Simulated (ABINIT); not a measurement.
# Rb (Fm-3m) in ABINIT: reference runs

Reference runs on Rb: the cell as given and a disturbed copy.

Program: ABINIT 10.8.3 (patched build). These are calculated values, not measurements. Logs are shortened: lines on timing, memory, paths and dates and some standing lists are left out, and cuts for length are marked. The log counts tension as positive stress, the text compression.

## (1) The crystal as given

The structure is cubic, space group Fm-3m (No. 225). The conventional cell has a = 7.280 Å, b = 7.280 Å, c = 7.280 Å, α = 90.00°, β = 90.00°, γ = 90.00°.

This isn't the form of Rb at room conditions, which is bcc.

## (2) Single point, PBE

File run.abi:

```
pp_dirpath "./"
pseudos "Rb.GGA_PBE-JTH.xml"

structure "poscar:POSCAR"
natom 1

ecut 435.382180 eV
pawecutdg 32.0

kptopt 1
ngkpt 6 6 6
nshiftk 1
shiftk 0.0 0.0 0.0

ixc 11

nband 9
occopt 3
tsmear 0.05 eV

nstep 100
tolvrs 1.0e-9

iomode 3
prtwf 0
prtden 0
prteig 0
prtebands 0
enunit 1
```

File POSCAR:

```
Rb
1.0
    0.0000000000      3.6398846700      3.6398846700
    3.6398846700      0.0000000000      3.6398846700
    3.6398846700      3.6398846700      0.0000000000
Rb
1
Direct
    0.0000000000      0.0000000000      0.0000000000  Rb
```

Potentials or basis: JTH PAW PBE v2.0.

Launch:

```console
abinit run.abi > log 2>&1
```

run.abo:

```text
.Version 10.8.3 of ABINIT
 Symmetries : space group Fm -3 m (#225); Bravais cF (face-center cubic)
================================================================================
 Values of the parameters that define the memory need of the present run
     intxc =       0    ionmov =       0      iscf =      17    lmnmax =      13
     lnmax =       5     mgfft =      36  mpssoang =       3    mqgrid =    3001
     natom =       1  nloc_mem =       2    nspden =       1   nspinor =       1
    nsppol =       1      nsym =      48    n1xccc =       1    ntypat =       1
    occopt =       3   xclevel =       2
       mpw =        2006          nfft =       46656          nkpt =          16
 PAW method is used; the additional fine FFT grid is defined by:
   mgfftf=        50    nfftf =    125000
================================================================================
================================================================================

--------------------------------------------------------------------------------
------------- Echo of variables that govern the present computation ------------
--------------------------------------------------------------------------------
 -outvars: echo values of preprocessed input variables --------
            acell      1.0000000000E+00  1.0000000000E+00  1.0000000000E+00 Bohr
              amu      8.54678000E+01
             ecut      1.60000000E+01 Hartree
           enunit           1
              ixc          11
         kptrlatt        6    0    0      0    6    0      0    0    6
          kptrlen      5.83650335E+01
            natom           1
            nband           9
            ngfft          36      36      36
          ngfftdg          50      50      50
             nkpt          16
            nstep         100
             nsym          48
           ntypat           1
           occopt           3
        pawecutdg      3.20000000E+01 Hartree
         pawxcdev           0
           prtden           0
        prtebands           0
           prteig           0
            prtwf           0
            rprim      0.0000000000E+00  6.8783851562E+00  6.8783851562E+00
                       6.8783851562E+00  0.0000000000E+00  6.8783851562E+00
                       6.8783851562E+00  6.8783851562E+00  0.0000000000E+00
          spgroup         225
           tolvrs      1.00000000E-09
           tsmear      1.83746611E-03 Hartree
            typat      1
           useylm           1
            znucl       37.00000

================================================================================

 chkinp: Checking input parameters for consistency.

================================================================================
== DATASET  1 ==================================================================

--- !DatasetInfo
iteration_state: {dtset: 1, }
dimensions: {natom: 1, nkpt: 16, mband: 9, nsppol: 1, nspinor: 1, nspden: 1, mpw: 2006, }
cutoff_energies: {ecut:  16.0, pawecutdg:  32.0, }
electrons: {nelect:   9.00000000E+00, charge:   0.00000000E+00, occopt:   3.00000000E+00, tsmear:   1.83746611E-03, }
meta: {optdriver: 0, ionmov: 0, optcell: 0, iscf: 17, paral_kgb: 0, }
...

 Exchange-correlation functional for the present dataset will be:
  GGA: Perdew-Burke-Ernzerhof functional - ixc=11
  J.P.Perdew, K.Burke, M.Ernzerhof, PRL 77, 3865 (1996)

 Real(R)+Recip(G) space primitive vectors, cartesian coordinates (Bohr,Bohr^-1):
 R(1)=  0.0000000  6.8783852  6.8783852  G(1)= -0.0726915  0.0726915  0.0726915
 R(2)=  6.8783852  0.0000000  6.8783852  G(2)=  0.0726915 -0.0726915  0.0726915
 R(3)=  6.8783852  6.8783852  0.0000000  G(3)=  0.0726915  0.0726915 -0.0726915
 Unit cell volume ucvol=  6.5086283E+02 bohr^3
 Angles (23,13,12)=  6.00000000E+01  6.00000000E+01  6.00000000E+01 degrees

 Coarse grid specifications (used for wave-functions):

 getcut: wavevector=  0.0000  0.0000  0.0000  ngfft=  36  36  36
         ecut(hartree)=     16.000   => boxcut(ratio)=   2.05530

 Fine grid specifications (used for densities):

 getcut: wavevector=  0.0000  0.0000  0.0000  ngfft=  50  50  50
         ecut(hartree)=     32.000   => boxcut(ratio)=   2.01931

--- Pseudopotential description ------------------------------------------------
- pspini: atom type   1  psp file is ./Rb.GGA_PBE-JTH.xml
 Pseudopotential format is: paw10
 basis_size (lnmax)=  5 (lmn_size= 13), orbitals=   0   0   1   1   2
 Spheres core radius: rc_sph= 2.31324876
 Shapefunction is BESSEL type: shapef(r,l)=aa(1,l)*jl(q(1,l)*r)+aa(2,l)*jl(q(2,l)*r)
 Radius for shape functions =  1.75956284
 Compensation charge density is not taken into account in XC energy/potential

   4.46967125E+02                                ecore*ucvol(ha*bohr**3)
--------------------------------------------------------------------------------

[... 7 lines left out ...]

     iter   Etot(hartree)      deltaE(h)  residm     nres2
 ETOT  1  -24.340118713566    -2.434E+01 6.338E-02 1.529E-01
 ETOT  2  -24.382277720865    -4.216E-02 2.168E-03 1.108E-01
 ETOT  3  -24.381881747107     3.960E-04 2.083E-04 3.532E-02
 ETOT  4  -24.381769806102     1.119E-04 7.814E-05 7.117E-03
 ETOT  5  -24.381775683628    -5.878E-06 5.661E-05 2.412E-03
 ETOT  6  -24.381763084333     1.260E-05 9.942E-05 1.530E-04
 ETOT  7  -24.381762451815     6.325E-07 5.223E-05 1.113E-05
 ETOT  8  -24.381762540097    -8.828E-08 8.522E-05 1.566E-05
 ETOT  9  -24.381762441789     9.831E-08 3.838E-05 5.340E-08
 ETOT 10  -24.381762443799    -2.010E-09 5.722E-05 1.449E-08
 ETOT 11  -24.381762443957    -1.580E-10 2.352E-05 2.508E-09
 ETOT 12  -24.381762443945     1.150E-11 3.284E-05 3.634E-10

 At SCF step   12       nres2   =  3.63E-10 < tolvrs=  1.00E-09 =>converged.

 Cartesian components of stress tensor (hartree/bohr^3)
  sigma(1 1)=  3.96940943E-06  sigma(3 2)=  0.00000000E+00
  sigma(2 2)=  3.96940943E-06  sigma(3 1)=  0.00000000E+00
  sigma(3 3)=  3.96940943E-06  sigma(2 1)=  0.00000000E+00

--- !ResultsGS
iteration_state: {dtset: 1, }
comment   : Summary of ground state results
lattice_vectors:
- [  0.0000000,   6.8783852,   6.8783852, ]
- [  6.8783852,   0.0000000,   6.8783852, ]
- [  6.8783852,   6.8783852,   0.0000000, ]
lattice_lengths: [   9.72751,    9.72751,    9.72751, ]
lattice_angles: [ 60.000,  60.000,  60.000, ] # degrees, (23, 13, 12)
lattice_volume:   6.5086283E+02
convergence: {deltae:  1.150E-11, res2:  3.634E-10, residm:  3.284E-05, diffor: null, }
etotal    :  -2.43817624E+01
entropy   :   0.00000000E+00
fermie    :  -1.43623861E-02
cartesian_stress_tensor: # hartree/bohr^3
- [  3.96940943E-06,   0.00000000E+00,   0.00000000E+00, ]
- [  0.00000000E+00,   3.96940943E-06,   0.00000000E+00, ]
- [  0.00000000E+00,   0.00000000E+00,   3.96940943E-06, ]
pressure_GPa:  -1.1678E-01
xred      :
- [  0.0000E+00,   0.0000E+00,   0.0000E+00, Rb]
cartesian_forces: # hartree/bohr
- [ -0.00000000E+00,  -0.00000000E+00,  -0.00000000E+00, ]
force_length_stats: {min:   0.00000000E+00, max:   0.00000000E+00, mean:   0.00000000E+00, }
...

 Integrated electronic density in atomic spheres:
 ------------------------------------------------
 Atom  Sphere_radius  Integrated_density
    1        2.31325          6.88275496

================================================================================

 ----iterations are completed or convergence reached----

 Mean square residual over all n,k,spin=   23.364E-08; max=  32.837E-06
 reduced coordinates (array xred) for    1 atoms
       0.000000000000      0.000000000000      0.000000000000
 rms dE/dt=  0.0000E+00; max dE/dt=  0.0000E+00; dE/dt below (all hartree)
    1       0.000000000000      0.000000000000      0.000000000000

 cartesian coordinates (angstrom) at end:
    1      0.00000000000000     0.00000000000000     0.00000000000000

 cartesian forces (hartree/bohr) at end:
    1     -0.00000000000000    -0.00000000000000    -0.00000000000000
 frms,max,avg= 0.0000000E+00 0.0000000E+00   0.000E+00  0.000E+00  0.000E+00 h/b

 cartesian forces (eV/Angstrom) at end:
    1     -0.00000000000000    -0.00000000000000    -0.00000000000000
 frms,max,avg= 0.0000000E+00 0.0000000E+00   0.000E+00  0.000E+00  0.000E+00 e/A
 length scales=  1.000000000000  1.000000000000  1.000000000000 bohr
              =  0.529177210544  0.529177210544  0.529177210544 angstroms
 Fermi (or HOMO) energy (eV) =  -0.39082   Average Vxc (eV)=  -5.39852
 Eigenvalues (   eV  ) for nkpt=  16  k points:
 kpt#   1, nband=  9, wtk=  0.00463, kpt=  0.0000  0.0000  0.0000 (reduced coord)
 -29.26983  -13.31707  -13.31707  -13.31707   -2.23295    3.29617    3.29617    3.29617
   4.61308
 prteigrs : prtvol=0 or 1, do not print more k-points.

--- !EnergyTerms
iteration_state     : {dtset: 1, }
comment             : Components of total free energy in Hartree
kinetic             :  8.56804897321339E+00
hartree             :  7.29163435350833E+00
xc                  : -6.42403661335524E+00
Ewald energy        : -1.34978566760324E+01
psp_core            :  6.86730148843890E-01
local_psp           : -1.74451164392167E+01
PAW spherical_terms : -3.56084162504237E+00
internal            : -2.43814378780811E+01
'-kT*entropy'       : -3.03388615719387E-04
total_energy        : -2.43817412666968E+01
total_energy_eV     : -6.63460978957660E+02
...

--- !EnergyTermsDC
iteration_state     : {dtset: 1, }
comment             : '"Double-counting" decomposition of free energy'
band_energy         : -5.13251110623562E+00
Ewald energy        : -1.34978566760324E+01
psp_core            :  6.86730148843890E-01
xc_dc               : -7.08503101402715E+00
PAW spherical_terms :  6.47209592121650E-01
internal            : -2.43814590553296E+01
'-kT*entropy'       : -3.03388615719387E-04
total_energy_dc     : -2.43817624439454E+01
total_energy_dc_eV  : -6.63461555219951E+02
...

--- !EnergyTermsWithPAWCore
iteration_state     : {dtset: 1, }
comment             : 'Components of total free energy, including PAW core contributions'
Total energy        : -2.98122968519161E+03
Total energy DC     : -2.98122970636886E+03
Total energy (eV)   : -8.11233924517334E+04
Total energy DC (eV): -8.11233930279957E+04
...

 Cartesian components of stress tensor (hartree/bohr^3)
  sigma(1 1)=  3.96940943E-06  sigma(3 2)=  0.00000000E+00
  sigma(2 2)=  3.96940943E-06  sigma(3 1)=  0.00000000E+00
  sigma(3 3)=  3.96940943E-06  sigma(2 1)=  0.00000000E+00

-Cartesian components of stress tensor (GPa)         [Pressure= -1.1678E-01 GPa]
- sigma(1 1)=  1.16784057E-01  sigma(3 2)=  0.00000000E+00
- sigma(2 2)=  1.16784057E-01  sigma(3 1)=  0.00000000E+00
- sigma(3 3)=  1.16784057E-01  sigma(2 1)=  0.00000000E+00

== END DATASET(S) ==============================================================
================================================================================

 -outvars: echo values of variables after computation  --------
            acell      1.0000000000E+00  1.0000000000E+00  1.0000000000E+00 Bohr
           etotal     -2.4381762444E+01
            fcart     -0.0000000000E+00 -0.0000000000E+00 -0.0000000000E+00
            rprim      0.0000000000E+00  6.8783851562E+00  6.8783851562E+00
                       6.8783851562E+00  0.0000000000E+00  6.8783851562E+00
                       6.8783851562E+00  6.8783851562E+00  0.0000000000E+00
           strten      3.9694094303E-06  3.9694094303E-06  3.9694094303E-06
                       0.0000000000E+00  0.0000000000E+00  0.0000000000E+00
 Calculation completed.
```

Wall time 9.2 s (1 thread of Arm Neoverse V2, shared host); peak memory 0.11 GiB.

What came out:

```yaml
Free_energy: -663.4616 eV
Pressure: -0.1 GPa
Band_gap_on_the_k_mesh: none (metal or under the smearing width)
Valence_electrons_inside_the_program's_atomic_spheres: Rb 6.88 (radii [1.2241] Å)
```

Levels at points of the mesh, in eV from the Fermi level:
```tsv
k point	band 1	band 2	band 3	band 4	band 5	band 6	band 7	band 8	band 9
(0.00, 0.00, 0.00)	-28.88	-12.93	-12.93	-12.93	-1.84	3.69	3.69	3.69	5.00
(0.50, 0.00, 0.00)	-28.88	-13.00	-12.94	-12.94	0.21	0.68	3.48	3.48	5.49
(0.50, 0.50, 0.00)	-28.88	-13.00	-12.95	-12.95	0.73	1.39	1.95	4.36	4.36
```

## (3) Single point, PBE

File run.py:

```python
import json, os
import numpy as np
from ase.units import GPa
from ase.calculators.abinit import Abinit, AbinitProfile
from ase.io import read

atoms = read('POSCAR')

profile = AbinitProfile(command='abinit', pp_paths=[os.path.abspath('pseudos')])
params = dict(
    pps='pawxml', xc='PBE',
    ecut=435.3822,
    pawecutdg=870.7644,
    kptopt=1,
    ngkpt=[6, 6, 6],
    nshiftk=1,
    shiftk=[0.0, 0.0, 0.0],
    ixc=11,
    nband=9,
    occopt=3,
    tsmear=0.05,
    nstep=100,
    tolvrs=1e-09,
    prtwf=0,
    prtden=0,
)

atoms.calc = Abinit(profile=profile, directory='run', **params)
energy = atoms.get_potential_energy()
forces = atoms.get_forces()
stress = atoms.get_stress()
print(f'energy {energy:.6f} eV')
print('forces (eV/A)')
print(np.round(forces, 5))
print('stress (GPa, Voigt, tension positive)', np.round(stress / GPa, 4))
json.dump(dict(energy=energy, forces=forces.tolist(), stress=stress.tolist(), cell=atoms.cell.tolist(), frac=atoms.get_scaled_positions(wrap=False).tolist()), open('results.json', 'w'))
```

Changes to POSCAR since step 2:

```diff
@@ -8,2 +8,2 @@
 Direct
-    0.0000000000      0.0000000000      0.0000000000  Rb
+    0.0000000000      0.0000000000      0.0000000000
```

Potentials or basis: JTH PAW PBE v2.0.

Launch:

```console
python run.py
```

Wall time 9.7 s (1 thread of Arm Neoverse V2, shared host); peak memory 0.11 GiB.

It converged, with:

* Free energy: -663.4616 eV
* Pressure: -0.1 GPa
* Band gap on the k mesh: none (metal or under the smearing width)
* Valence electrons inside the program's atomic spheres: Rb 6.88 (radii [1.2241] Å)

Levels at points of the mesh, in eV from the Fermi level:
```tsv
k point	band 1	band 2	band 3	band 4	band 5	band 6	band 7	band 8	band 9
(0.00, 0.00, 0.00)	-28.88	-12.93	-12.93	-12.93	-1.84	3.69	3.69	3.69	5.00
(0.50, 0.00, 0.00)	-28.88	-13.00	-12.94	-12.94	0.21	0.68	3.48	3.48	5.49
(0.50, 0.50, 0.00)	-28.88	-13.00	-12.95	-12.95	0.73	1.39	1.95	4.36	4.36
```

## (4) Single point, PBE (cell strained at random at fixed volume)

File run.abi:

```
# Pseudopotentials
pp_dirpath "./"
pseudos "Rb.GGA_PBE-JTH.xml"

# Structure
acell 3*1.0 Angstrom
rprim
    -0.0336890000     3.6804130000     3.6193510000
     3.5920670000    -0.0140660000     3.5997280000
     3.6034680000     3.6721910000    -0.0254670000
ntypat 1
znucl 37
natom 1
typat 1
xred
     0.0042250000     0.0048160000    -0.0086020000
chkprim 0
chksymtnons 0
tolsym 1.0e-6

# Plane-wave basis
ecut 16.0
pawecutdg 32.0

# k points
kptopt 1
ngkpt 6 6 6
nshiftk 1
shiftk 0.0 0.0 0.0

# Exchange and correlation
ixc 11

# Bands and occupations
nband 9
occopt 3
tsmear 0.00183747

# SCF cycle
nstep 100
tolvrs 1.0e-9

# Output
iomode 3
prtwf 0
prteig 0
prtebands 0
enunit 2
prtden 1
prtvha 1
prtvclmb 1
prtpot 1
```

Potentials or basis: JTH PAW PBE v2.0.

Launch:

```console
abinit run.abi > log 2>&1
```

run.abo:

```text
.Version 10.8.3 of ABINIT
 Symmetries : space group P-1 (#  2); Bravais aP (primitive triclinic)
================================================================================
 Values of the parameters that define the memory need of the present run
     intxc =       0    ionmov =       0      iscf =      17    lmnmax =      13
     lnmax =       5     mgfft =      36  mpssoang =       3    mqgrid =    3001
     natom =       1  nloc_mem =       2    nspden =       1   nspinor =       1
    nsppol =       1      nsym =       2    n1xccc =       1    ntypat =       1
    occopt =       3   xclevel =       2
       mpw =        2003          nfft =       46656          nkpt =         112
 PAW method is used; the additional fine FFT grid is defined by:
   mgfftf=        50    nfftf =    125000
================================================================================
================================================================================

--------------------------------------------------------------------------------
[... 235 lines left out ...]
  sigma(3 3)=  3.87545565E-06  sigma(2 1)= -3.90622793E-07

-Cartesian components of stress tensor (GPa)         [Pressure= -1.1813E-01 GPa]
- sigma(1 1)=  1.13234202E-01  sigma(3 2)= -3.41528354E-03
- sigma(2 2)=  1.27132350E-01  sigma(3 1)= -2.24044524E-02
- sigma(3 3)=  1.14019842E-01  sigma(2 1)= -1.14925193E-02

== END DATASET(S) ==============================================================
================================================================================

 -outvars: echo values of variables after computation  --------
            acell      1.8897261259E+00  1.8897261259E+00  1.8897261259E+00 Bohr
           etotal     -2.4381757845E+01
            fcart     -0.0000000000E+00 -0.0000000000E+00 -0.0000000000E+00
            rprim     -3.3689000000E-02  3.6804130000E+00  3.6193510000E+00
                       3.5920670000E+00 -1.4066000000E-02  3.5997280000E+00
                       3.6034680000E+00  3.6721910000E+00 -2.5467000000E-02
           strten      3.8487522997E-06  4.3211407322E-06  3.8754556491E-06
                      -1.1608312821E-07 -7.6151185912E-07 -3.9062279253E-07
           xangst     -1.3839973089E-02 -1.6106183913E-02  3.2847115157E-02
             xred      4.2250000000E-03  4.8160000000E-03 -8.6020000000E-03
 Calculation completed.
```

Run time: 50 s. Hardware: 1 thread of Arm Neoverse V2, shared host; peak memory 0.19 GiB.

What came out:

| Item | Value |
| --- | --- |
| Free energy | -663.4614 eV |
| Pressure | -0.1 GPa |
| Band gap on the k mesh | none (metal or under the smearing width) |
| Valence electrons inside the program's atomic spheres | Rb 6.88 (radii [1.2241] Å) |

Levels at points of the mesh, in eV from the Fermi level:
| k point | band 2 | band 3 | band 4 | band 5 | band 6 | band 7 | band 8 | band 9 |
| --- | --- | --- | --- | --- | --- | --- | --- | --- |
| (0.00, 0.00, 0.00) | -12.93 | -12.93 | -12.93 | -1.84 | 3.64 | 3.66 | 3.75 | 4.93 |
| (0.50, 0.00, 0.00) | -13.00 | -12.94 | -12.94 | 0.18 | 0.65 | 3.42 | 3.57 | 5.48 |
| (0.00, 0.50, 0.00) | -13.01 | -12.94 | -12.94 | 0.21 | 0.68 | 3.45 | 3.49 | 5.47 |
| (0.50, 0.50, 0.00) | -13.00 | -12.96 | -12.96 | 0.74 | 1.41 | 1.93 | 4.29 | 4.36 |
| (0.00, 0.00, 0.50) | -13.00 | -12.94 | -12.94 | 0.20 | 0.67 | 3.40 | 3.57 | 5.48 |
| (0.50, 0.00, 0.50) | -13.00 | -12.96 | -12.95 | 0.69 | 1.32 | 1.98 | 4.35 | 4.49 |
| (0.00, 0.50, 0.50) | -13.00 | -12.96 | -12.96 | 0.75 | 1.43 | 1.93 | 4.30 | 4.33 |
| (0.50, 0.50, 0.50) | -13.01 | -12.94 | -12.94 | 0.23 | 0.70 | 3.42 | 3.48 | 5.48 |

## (5) Equation of state, PBE

File run.abi:

```
# Datasets: one volume each
ndtset 7
getwfk -1
scalecart1 3*0.9795861087
scalecart2 3*0.9864848297
scalecart3 3*0.9932883884
scalecart4 3*1.0000000000
scalecart5 3*1.0066227096
scalecart6 3*1.0131594038
scalecart7 3*1.0196128224

# Pseudopotentials
pp_dirpath "./"
pseudos "Rb.GGA_PBE-JTH.xml"

# Structure
acell 5.1475742658 5.1475742658 5.1475742658 Angstrom
rprim
     0.0000000000     0.7071067812     0.7071067812
     0.7071067812     0.0000000000     0.7071067812
     0.7071067812     0.7071067812     0.0000000000
ntypat 1
znucl 37
natom 1
typat 1
xred
     0.0000000000     0.0000000000     0.0000000000

# Plane-wave basis
ecut 16.0
pawecutdg 32.0

# k points
kptopt 1
ngkpt 6 6 6
nshiftk 1
shiftk 0.0 0.0 0.0

# Exchange and correlation
ixc 11

# Bands and occupations
nband 9
occopt 3
tsmear 0.05 eV

# SCF cycle
nstep 100
tolvrs 1.0e-9

# Output
iomode 3
prtwf 1
prtden 0
prteig 0
prtebands 0
enunit 1
```

Launch:

```console
abinit run.abi > log 2>&1
```

Wall time 57 s (1 thread of Arm Neoverse V2, shared host); peak memory 0.15 GiB.

The run converged. Its results:

- Equilibrium volume: 92.28 Å³/atom
- Bulk modulus: 2.7 GPa
- Pressure derivative of the bulk modulus: 3.4

Energy against volume, from the lowest point:
```tsv
volume (Å³/atom)	energy (meV/atom)
90.661	0.24
92.590	0.00
94.519	0.43
96.448	1.52
98.377	3.09
100.306	5.26
102.235	7.85
```

Caveat: pressures at fixed basis lie under the slope of the energies.

## (6) Overview

```tsv
task	cell	gap on the mesh (eV)	pressure (GPa)
single point	as given	none	-0.1
single point	cell strained at random at fixed volume	none	-0.1
equation of state	as given	-	-
```

Alike in all rows: level PBE; potentials or basis JTH PAW PBE v2.0; no spin polarisation; k mesh 6 × 6 × 6; cutoff (eV) 435; smearing fermi-dirac 0.05 eV.

Caveats: pressures at fixed basis lie under the slope of the energies (some runs).

Total energies depend on the potentials used, so only differences within one code and one set of settings carry meaning.
